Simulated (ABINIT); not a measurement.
# BaS (Fm-3m) in ABINIT: a series of runs

One crystal, BaS, is run at these levels: PBEsol, PW91; tasks: single point.

All numbers are computed with ABINIT 10.8.3 (patched build); they aren't measurements. Logs are shortened: lines on timing, memory, paths and dates and some standing lists are left out, and cuts for length are marked. The log counts tension as positive stress, the text compression.

### 1 The crystal as given

It takes space group Fm-3m (No. 225, cubic). The conventional cell has a = 6.388 Å, b = 6.388 Å, c = 6.388 Å, α = 90.00°, β = 90.00°, γ = 90.00°. Ba (site symmetry m-3m) has 6 S at 3.19 Å as nearest neighbours. S (site symmetry m-3m) has 6 Ba at 3.19 Å as nearest neighbours.

### 2 Single point, PBEsol (cell stretched)

File run.abi:

```
# Pseudopotentials
pp_dirpath "./"
pseudos "Ba.upf, S.upf"

# Structure
acell 4.5760809146 4.5760809146 4.5760809146 Angstrom
rprim
     0.0000000000     0.7071067812     0.7071067812
     0.7071067812     0.0000000000     0.7071067812
     0.7071067812     0.7071067812     0.0000000000
ntypat 2
znucl 56 16
natom 2
typat 1 2
xcart
     0.0000000000     0.0000000000     0.0000000000
     3.2357778460     3.2357778460     3.2357778460 Angstrom
chkprim 0
chksymtnons 0
tolsym 1.0e-6

# Plane-wave basis
ecut 21.0

# k points
kptopt 1
ngkpt 5 5 5
nshiftk 1
shiftk 0.0 0.0 0.0

# Exchange and correlation
ixc -116133

# Bands and occupations
nband 12
occopt 3
tsmear 0.05 eV

# SCF cycle
nstep 100
tolvrs 1.0e-10

# Output
iomode 3
prtwf 0
prteig 0
prtebands 0
enunit 2
prtden 1
prtvha 1
prtvclmb 1
prtpot 1
prtelf 1
```

Potentials or basis: PseudoDojo NC SR PBEsol v0.4 stringent.

The run is started by

```
$ abinit run.abi > log 2>&1
```

run.abo:

```text
.Version 10.8.3 of ABINIT
 Symmetries : space group Fm -3 m (#225); Bravais cF (face-center cubic)
================================================================================
 Values of the parameters that define the memory need of the present run
     intxc =       0    ionmov =       0      iscf =       7    lmnmax =       6
     lnmax =       6     mgfft =      36  mpssoang =       3    mqgrid =    3001
     natom =       2  nloc_mem =       1    nspden =       1   nspinor =       1
    nsppol =       1      nsym =      48    n1xccc =    2501    ntypat =       2
    occopt =       3   xclevel =       2
       mpw =        2112          nfft =       46656          nkpt =          10
================================================================================
================================================================================

--------------------------------------------------------------------------------
------------- Echo of variables that govern the present computation ------------
--------------------------------------------------------------------------------
 -outvars: echo values of preprocessed input variables --------
            acell      8.6475396586E+00  8.6475396586E+00  8.6475396586E+00 Bohr
              amu      1.37327000E+02  3.20660000E+01
          chkprim           0
      chksymtnons           0
             ecut      2.10000000E+01 Hartree
           enunit           2
              ixc     -116133
         kptrlatt        5    0    0      0    5    0      0    0    5
          kptrlen      4.32376983E+01
            natom           2
            nband          12
            ngfft          36      36      36
             nkpt          10
            nstep         100
             nsym          48
           ntypat           2
           occopt           3
        prtebands           0
           prteig           0
           prtelf           1
           prtpot           1
         prtvclmb           1
           prtvha           1
            prtwf           0
            rprim      0.0000000000E+00  7.0710678120E-01  7.0710678120E-01
                       7.0710678120E-01  0.0000000000E+00  7.0710678120E-01
                       7.0710678120E-01  7.0710678120E-01  0.0000000000E+00
          spgroup         225
           tolsym      1.00000000E-06
           tolvrs      1.00000000E-10
           tsmear      1.83746611E-03 Hartree
            typat      1  2
           xangst      0.0000000000E+00  0.0000000000E+00  0.0000000000E+00
                       3.2357778460E+00  3.2357778460E+00  3.2357778460E+00
            xcart      0.0000000000E+00  0.0000000000E+00  0.0000000000E+00
                       6.1147339333E+00  6.1147339333E+00  6.1147339333E+00
             xred      0.0000000000E+00  0.0000000000E+00  0.0000000000E+00
                       5.0000000000E-01  5.0000000000E-01  5.0000000000E-01
            znucl       56.00000   16.00000

================================================================================

 chkinp: Checking input parameters for consistency.

================================================================================
== DATASET  1 ==================================================================

--- !DatasetInfo
iteration_state: {dtset: 1, }
dimensions: {natom: 2, nkpt: 10, mband: 12, nsppol: 1, nspinor: 1, nspden: 1, mpw: 2112, }
cutoff_energies: {ecut:  21.0, pawecutdg:  -1.0, }
electrons: {nelect:   1.60000000E+01, charge:   0.00000000E+00, occopt:   3.00000000E+00, tsmear:   1.83746611E-03, }
meta: {optdriver: 0, ionmov: 0, optcell: 0, iscf: 7, paral_kgb: 0, }
...

 Real(R)+Recip(G) space primitive vectors, cartesian coordinates (Bohr,Bohr^-1):
 R(1)=  0.0000000  6.1147339  6.1147339  G(1)= -0.0817697  0.0817697  0.0817697
 R(2)=  6.1147339  0.0000000  6.1147339  G(2)=  0.0817697 -0.0817697  0.0817697
 R(3)=  6.1147339  6.1147339  0.0000000  G(3)=  0.0817697  0.0817697 -0.0817697
 Unit cell volume ucvol=  4.5725945E+02 bohr^3
 Angles (23,13,12)=  6.00000000E+01  6.00000000E+01  6.00000000E+01 degrees

 getcut: wavevector=  0.0000  0.0000  0.0000  ngfft=  36  36  36
         ecut(hartree)=     21.000   => boxcut(ratio)=   2.01807

--- Pseudopotential description ------------------------------------------------
- pspini: atom type   1  psp file is ./Ba.upf
12 -116133 2 -1 1936                          pspcod,pspxc,lmax,lloc,mmax
     nproj     2     2     2

- pspini: atom type   2  psp file is ./S.upf
12 -116133 2 -1 1146                          pspcod,pspxc,lmax,lloc,mmax
     nproj     2     2     2

   5.00695571E+02                                ecore*ucvol(ha*bohr**3)
--------------------------------------------------------------------------------

================================================================================

--- !BeginCycle
iteration_state: {dtset: 1, }
solver: {iscf: 7, nstep: 100, nline: 4, wfoptalg: 0, }
tolerances: {tolvrs: 1.00E-10, }
...

     iter   Etot(hartree)      deltaE(h)  residm     vres2
 ETOT  1  -39.228474964300    -3.923E+01 1.998E-02 1.028E+02
 ETOT  2  -39.256417745194    -2.794E-02 7.409E-02 1.828E+01
 ETOT  3  -39.261814781702    -5.397E-03 2.226E-03 1.619E-01
 ETOT  4  -39.261851894141    -3.711E-05 4.444E-04 7.668E-04
 ETOT  5  -39.261852055091    -1.610E-07 1.096E-04 6.306E-05
 ETOT  6  -39.261852064015    -8.924E-09 1.542E-04 4.893E-06
 ETOT  7  -39.261852064482    -4.672E-10 1.247E-04 8.353E-08
 ETOT  8  -39.261852064499    -1.681E-11 1.742E-04 3.780E-10
 ETOT  9  -39.261852064499    -4.903E-13 1.346E-04 6.693E-12

 At SCF step    9       vres2   =  6.69E-12 < tolvrs=  1.00E-10 =>converged.

 Compute ELF
--------------------------------------------------------------------------------

 Compute kinetic energy density

 Compute gradient of the electron density
 Electron Localization Function (ELF) [min:0;max:1]
)     Maximum=    8.9422E-01  at reduced coord.    0.8889    0.9444    0.9444
)     Minimum=    1.3889E-08  at reduced coord.    0.5000    0.5000    0.5000
   Integrated=    1.6056E+02

--------------------------------------------------------------------------------
 End of ELF section

 Cartesian components of stress tensor (hartree/bohr^3)
  sigma(1 1)=  8.25458622E-05  sigma(3 2)=  0.00000000E+00
  sigma(2 2)=  8.25458622E-05  sigma(3 1)=  0.00000000E+00
  sigma(3 3)=  8.25458622E-05  sigma(2 1)=  0.00000000E+00

--- !ResultsGS
iteration_state: {dtset: 1, }
comment   : Summary of ground state results
lattice_vectors:
- [  0.0000000,   6.1147339,   6.1147339, ]
- [  6.1147339,   0.0000000,   6.1147339, ]
- [  6.1147339,   6.1147339,   0.0000000, ]
lattice_lengths: [   8.64754,    8.64754,    8.64754, ]
lattice_angles: [ 60.000,  60.000,  60.000, ] # degrees, (23, 13, 12)
lattice_volume:   4.5725945E+02
convergence: {deltae: -4.903E-13, res2:  6.693E-12, residm:  1.346E-04, diffor: null, }
etotal    :  -3.92618521E+01
entropy   :   0.00000000E+00
fermie    :   1.70550098E-01
cartesian_stress_tensor: # hartree/bohr^3
- [  8.25458622E-05,   0.00000000E+00,   0.00000000E+00, ]
- [  0.00000000E+00,   8.25458622E-05,   0.00000000E+00, ]
- [  0.00000000E+00,   0.00000000E+00,   8.25458622E-05, ]
pressure_GPa:  -2.4286E+00
xred      :
- [  0.0000E+00,   0.0000E+00,   0.0000E+00, Ba]
- [  5.0000E-01,   5.0000E-01,   5.0000E-01,  S]
cartesian_forces: # hartree/bohr
- [ -0.00000000E+00,  -0.00000000E+00,  -0.00000000E+00, ]
- [ -0.00000000E+00,  -0.00000000E+00,  -0.00000000E+00, ]
force_length_stats: {min:   0.00000000E+00, max:   0.00000000E+00, mean:   0.00000000E+00, }
...

 Integrated electronic density in atomic spheres:
 ------------------------------------------------
 Atom  Sphere_radius  Integrated_density
    1        2.00000          5.28166391
    2        2.00000          3.89632222
================================================================================

 ----iterations are completed or convergence reached----

 Mean square residual over all n,k,spin=   12.904E-07; max=  13.464E-05
 reduced coordinates (array xred) for    2 atoms
       0.000000000000      0.000000000000      0.000000000000
       0.500000000000      0.500000000000      0.500000000000
 rms dE/dt=  0.0000E+00; max dE/dt=  0.0000E+00; dE/dt below (all hartree)
    1       0.000000000000      0.000000000000      0.000000000000
    2       0.000000000000      0.000000000000      0.000000000000

 cartesian coordinates (angstrom) at end:
    1      0.00000000000000     0.00000000000000     0.00000000000000
    2      3.23577784603356     3.23577784603356     3.23577784603356

 cartesian forces (hartree/bohr) at end:
    1     -0.00000000000000    -0.00000000000000    -0.00000000000000
    2     -0.00000000000000    -0.00000000000000    -0.00000000000000
 frms,max,avg= 0.0000000E+00 0.0000000E+00   0.000E+00  0.000E+00  0.000E+00 h/b

 cartesian forces (eV/Angstrom) at end:
    1     -0.00000000000000    -0.00000000000000    -0.00000000000000
    2     -0.00000000000000    -0.00000000000000    -0.00000000000000
 frms,max,avg= 0.0000000E+00 0.0000000E+00   0.000E+00  0.000E+00  0.000E+00 e/A
 length scales=  8.647539658588  8.647539658588  8.647539658588 bohr
              =  4.576080914600  4.576080914600  4.576080914600 angstroms
 Fermi (or HOMO) energy (hartree) =   0.17055   Average Vxc (hartree)=  -0.32481
 Eigenvalues (hartree) for nkpt=  10  k points:
 kpt#   1, nband= 12, wtk=  0.00800, kpt=  0.0000  0.0000  0.0000 (reduced coord)
  -0.83042   -0.28036   -0.28036   -0.28036   -0.24682    0.13048    0.13048    0.13048
   0.24996    0.27068    0.27068    0.27068
      occupation numbers for kpt#   1
   2.00000    2.00000    2.00000    2.00000    2.00000    2.00000    2.00000    2.00000
   0.00000    0.00000    0.00000    0.00000
 prteigrs : prtvol=0 or 1, do not print more k-points.

 Fermi (or HOMO) energy (eV) =   4.64090   Average Vxc (eV)=  -8.83865
 Eigenvalues (   eV  ) for nkpt=  10  k points:
 kpt#   1, nband= 12, wtk=  0.00800, kpt=  0.0000  0.0000  0.0000 (reduced coord)
 -22.59690   -7.62891   -7.62891   -7.62891   -6.71628    3.55047    3.55047    3.55047
   6.80163    7.36551    7.36551    7.36551
 prteigrs : prtvol=0 or 1, do not print more k-points.

--- !EnergyTerms
iteration_state     : {dtset: 1, }
comment             : Components of total free energy in Hartree
kinetic             :  1.03511771488266E+01
hartree             :  4.72748619627847E+00
xc                  : -9.80309031705237E+00
Ewald energy        : -3.08398205257703E+01
psp_core            :  1.09499228734679E+00
local_psp           : -2.02450533360324E+01
non_local_psp       :  5.45245648190595E+00
internal            : -3.92618520644973E+01
'-kT*entropy'       : -1.95958975926417E-12
total_energy        : -3.92618520644993E+01
total_energy_eV     : -1.06836942125966E+03
band_energy         : -3.24519030883711E+00
...

 Cartesian components of stress tensor (hartree/bohr^3)
  sigma(1 1)=  8.25458622E-05  sigma(3 2)=  0.00000000E+00
  sigma(2 2)=  8.25458622E-05  sigma(3 1)=  0.00000000E+00
  sigma(3 3)=  8.25458622E-05  sigma(2 1)=  0.00000000E+00

-Cartesian components of stress tensor (GPa)         [Pressure= -2.4286E+00 GPa]
- sigma(1 1)=  2.42858311E+00  sigma(3 2)=  0.00000000E+00
- sigma(2 2)=  2.42858311E+00  sigma(3 1)=  0.00000000E+00
- sigma(3 3)=  2.42858311E+00  sigma(2 1)=  0.00000000E+00

== END DATASET(S) ==============================================================
================================================================================

 -outvars: echo values of variables after computation  --------
            acell      8.6475396586E+00  8.6475396586E+00  8.6475396586E+00 Bohr
           etotal     -3.9261852064E+01
            fcart     -0.0000000000E+00 -0.0000000000E+00 -0.0000000000E+00
                      -0.0000000000E+00 -0.0000000000E+00 -0.0000000000E+00
            rprim      0.0000000000E+00  7.0710678120E-01  7.0710678120E-01
                       7.0710678120E-01  0.0000000000E+00  7.0710678120E-01
                       7.0710678120E-01  7.0710678120E-01  0.0000000000E+00
           strten      8.2545862204E-05  8.2545862204E-05  8.2545862204E-05
                       0.0000000000E+00  0.0000000000E+00  0.0000000000E+00
           xangst      0.0000000000E+00  0.0000000000E+00  0.0000000000E+00
                       3.2357778460E+00  3.2357778460E+00  3.2357778460E+00
             xred      0.0000000000E+00  0.0000000000E+00  0.0000000000E+00
                       5.0000000000E-01  5.0000000000E-01  5.0000000000E-01
 Calculation completed.
```

It took 8.9 s on 1 thread of Arm Neoverse V1, shared host; peak memory 0.07 GiB.

What came out:

| Quantity | Value |
| --- | --- |
| Free energy | -1068.3694 eV |
| Pressure | -2.4 GPa |
| Band gap on the k mesh | 2.20 eV, indirect (least direct gap 2.36 eV) |
| Valence electrons inside the program's atomic spheres | Ba 5.28; S 3.90 |

Levels at points of the mesh, in eV from the valence-band top:
```csv
k point,band 6,band 7,band 8,band 9,band 10,band 11
"(0.00, 0.00, 0.00)",0.00,0.00,0.00,3.25,3.82,3.82
```

Caveat: the cutoff is short for stress, so the pressure is rough; spin-orbit coupling is left out, which moves the levels of the heavy elements; an odd mesh through Γ misses points on the zone boundary, where band edges often lie.

### 3 Single point, PW91

File run.abi:

```
pp_dirpath "./"
pseudos "Ba.upf, S.upf"

acell 4.5166445648 4.5166445648 4.5166445648 Angstrom
rprim
     0.0000000000     0.7071067812     0.7071067812
     0.7071067812     0.0000000000     0.7071067812
     0.7071067812     0.7071067812     0.0000000000
ntypat 2
znucl 56 16
natom 2
typat 1 2
xred
     0.0000000000     0.0000000000     0.0000000000
     0.5000000000     0.5000000000     0.5000000000

ecut 571.439111 eV

kptopt 1
ngkpt 5 5 5
nshiftk 1
shiftk 0.0 0.0 0.0

ixc -109134

nband 12
occopt 3
tsmear 0.00183747

nstep 100
tolvrs 1.0e-10

iomode 3
prtwf 0
prteig 0
prtebands 0
enunit 1
prtvol 2
prtden 1
prtvha 1
prtvclmb 1
prtpot 1
prtelf 1
```

Potentials or basis: PseudoDojo NC SR PBE v0.5 stringent.

The run is started by

```
$ mpirun --bind-to none -np 4 abinit run.abi > log 2>&1
```

run.abo:

```text
.Version 10.8.3 of ABINIT
 Symmetries : space group Fm -3 m (#225); Bravais cF (face-center cubic)
================================================================================
 Values of the parameters that define the memory need of the present run
     intxc =       0    ionmov =       0      iscf =       7    lmnmax =       8
     lnmax =       8     mgfft =      36  mpssoang =       4    mqgrid =    3001
     natom =       2  nloc_mem =       1    nspden =       1   nspinor =       1
    nsppol =       1      nsym =      48    n1xccc =    2501    ntypat =       2
    occopt =       3   xclevel =       2
       mpw =        2043          nfft =       46656          nkpt =          10
================================================================================
================================================================================

--------------------------------------------------------------------------------
------------- Echo of variables that govern the present computation ------------
--------------------------------------------------------------------------------
 -outvars: echo values of preprocessed input variables --------
            acell      8.5352212355E+00  8.5352212355E+00  8.5352212355E+00 Bohr
              amu      1.37327000E+02  3.20660000E+01
             ecut      2.10000000E+01 Hartree
           enunit           1
              ixc     -109134
         kptrlatt        5    0    0      0    5    0      0    0    5
          kptrlen      4.26761062E+01
            natom           2
            nband          12
            ngfft          36      36      36
[... 242 lines left out ...]
kinetic             :  1.04419185410274E+01
hartree             :  4.60000667759824E+00
xc                  : -9.82044671223934E+00
Ewald energy        : -3.12456541782175E+01
psp_core            :  1.17223508959610E+00
local_psp           : -1.97201367352765E+01
non_local_psp       :  5.36912526552434E+00
internal            : -3.92029520519873E+01
'-kT*entropy'       : -7.66623098599853E-13
total_energy        : -3.92029520519881E+01
total_energy_eV     : -1.06676667026932E+03
band_energy         : -3.04400924299563E+00
...

 Cartesian components of stress tensor (hartree/bohr^3)
  sigma(1 1)= -2.07353898E-05  sigma(3 2)=  0.00000000E+00
  sigma(2 2)= -2.07353898E-05  sigma(3 1)=  0.00000000E+00
  sigma(3 3)= -2.07353898E-05  sigma(2 1)=  0.00000000E+00

-Cartesian components of stress tensor (GPa)         [Pressure=  6.1006E-01 GPa]
- sigma(1 1)= -6.10056229E-01  sigma(3 2)=  0.00000000E+00
- sigma(2 2)= -6.10056229E-01  sigma(3 1)=  0.00000000E+00
- sigma(3 3)= -6.10056229E-01  sigma(2 1)=  0.00000000E+00

== END DATASET(S) ==============================================================
================================================================================

 -outvars: echo values of variables after computation  --------
            acell      8.5352212355E+00  8.5352212355E+00  8.5352212355E+00 Bohr
           etotal     -3.9202952052E+01
            fcart     -0.0000000000E+00 -0.0000000000E+00 -0.0000000000E+00
                      -0.0000000000E+00 -0.0000000000E+00 -0.0000000000E+00
            rprim      0.0000000000E+00  7.0710678120E-01  7.0710678120E-01
                       7.0710678120E-01  0.0000000000E+00  7.0710678120E-01
                       7.0710678120E-01  7.0710678120E-01  0.0000000000E+00
           strten     -2.0735389761E-05 -2.0735389761E-05 -2.0735389761E-05
                       0.0000000000E+00  0.0000000000E+00  0.0000000000E+00
           xangst      0.0000000000E+00  0.0000000000E+00  0.0000000000E+00
                       3.1937500000E+00  3.1937500000E+00  3.1937500000E+00
             xred      0.0000000000E+00  0.0000000000E+00  0.0000000000E+00
                       5.0000000000E-01  5.0000000000E-01  5.0000000000E-01
 Calculation completed.
```

Run time: 5.9 s. Hardware: 4 MPI ranks of Arm Neoverse V1, shared host; peak memory 0.24 GiB.

Results:

| Item | Value |
| --- | --- |
| Free energy | -1066.7667 eV |
| Pressure | 0.6 GPa |
| Band gap on the k mesh | 2.31 eV, indirect (least direct gap 2.43 eV) |
| Valence electrons inside the program's atomic spheres | Ba 5.25; S 3.91 |

Caveat: the cutoff is short for stress, so the pressure is rough; this build's PW91 may differ from other programs'; the potentials were made for another functional, which shifts forces and pressure; spin-orbit coupling is left out, which moves the levels of the heavy elements; an odd mesh through Γ misses points on the zone boundary, where band edges often lie.
